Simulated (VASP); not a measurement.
Ba, 1 atom in the cell. The structure is cubic, space group Im-3m (No. 229). Conventional cell: a = 4.893 Å, b = 4.893 Å, c = 4.893 Å, α = 90.00°, β = 90.00°, γ = 90.00°. Ba (site symmetry m-3m) is surrounded by 8 Ba at 4.24 Å. 

```yaml
Program: VASP 6.6.1
Task: single point
Functional: PBE0
Potentials_or_basis: VASP PAW PBE potentials, release 64 (Ba_sv)
Cutoff: 520 eV
k_mesh: 6 × 6 × 6
Occupations: gaussian, width 0.1 eV
Spin: no spin polarisation
Grid_for_exact_exchange_PRECFOCK: Fast
Exchange_at_q_=_0: truncated
Further_INCAR_settings: ALGO = Normal; EDIFF = 1e-06
```

Potentials or basis: VASP PAW PBE potentials, release 64 (Ba_sv).

Command:

```bash
$ cat potpaw_PBE.64/Ba_sv/POTCAR > POTCAR
$ cp INCAR.step1 INCAR
$ mpirun -np 1 vasp_std > vasp.out
$ cp INCAR.step2 INCAR
$ mpirun -np 1 vasp_std > vasp.out
```

Hardware: 1 thread of Intel(R) Xeon(R) 6975P-C (Granite Rapids), on a shared host.

Estimate the wall time of this run.

Run time: 3.9 min on 1 thread of Intel(R) Xeon(R) 6975P-C (Granite Rapids), with other jobs on the host, peak memory 0.19 GiB. Counts: scf iterations 8, k points 16.
